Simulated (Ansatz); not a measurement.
# AlN: the cost of one run

Program: Ansatz 0.2.0. Level of theory: DFT PBEsol, scalar-relativistic, plane waves, PAW, and further levels as typed in the inputs. These are calculated values, not measurements.

**1. Starting point**

It takes space group P6_3mc (No. 186, hexagonal). The conventional cell has a = 3.110 Å, b = 3.110 Å, c = 4.980 Å, α = 90.00°, β = 90.00°, γ = 120.00°. Al (site symmetry 3m) is surrounded by 4 N at 1.89 Å. N (site symmetry 3m) has 4 Al at 1.89 Å as nearest neighbours.

As a file:

```
Al N
1.0
     3.11000    0.00000    0.00000
     0.00000    4.98000    0.00000
     0.00000    0.00000    5.38668
Al N
4 4
Direct
  0.00000 0.00000 0.00000
  0.50000 0.50000 0.16667
  0.50000 0.00000 0.50000
  0.00000 0.50000 0.66667
  0.00000 0.38000 0.00000
  0.50000 0.88000 0.16667
  0.50000 0.38000 0.50000
  0.00000 0.88000 0.66667
```

**2. Relaxing cell and atoms: AlN, no spin**

input.yaml

```yaml
crystal:
  lattice:
    - [3.11, 0.0, 0.0]
    - [0.0, 4.98, 0.0]
    - [0.0, 0.0, 5.3866780115]
  atoms:
    - { symbol: Al, position: [0.0, 0.0, 0.0] }
    - { symbol: "N", position: [0.0, 0.38, 0.0] }
    - { symbol: Al, position: [0.5, 0.5, 0.1666666667] }
    - { symbol: "N", position: [0.5, 0.88, 0.1666666667] }
    - { symbol: Al, position: [0.5, 0.0, 0.5] }
    - { symbol: "N", position: [0.5, 0.38, 0.5] }
    - { symbol: Al, position: [0.0, 0.5, 0.6666666667] }
    - { symbol: "N", position: [0.0, 0.88, 0.6666666667] }
scf:
  occupations: { method: fixed }
  n_extra_bands: 4
output:
  forces: true
  stress: true
  write_density: true
  write_potential: true
  elf: true
  volumetric_format: npy
kpoints:
  mp_grid: { grid: [6, 4, 4] }
hamiltonian:
  xc: pbesol
relax:
  f_tol: 0.005
  max_steps: 120
  cell: { fix: [a, b, angles] }
```

Run with:

```sh
$ ansatz run input.yaml --threads 4 --pin off --max-ram 11264MiB --backend cpu --events-out ev --progress --plain --runs-dir out
```

What time and memory should one allow on 4 threads of Arm Neoverse V1, shared host?

About 7.6 s, with a peak of 0.37 GiB.
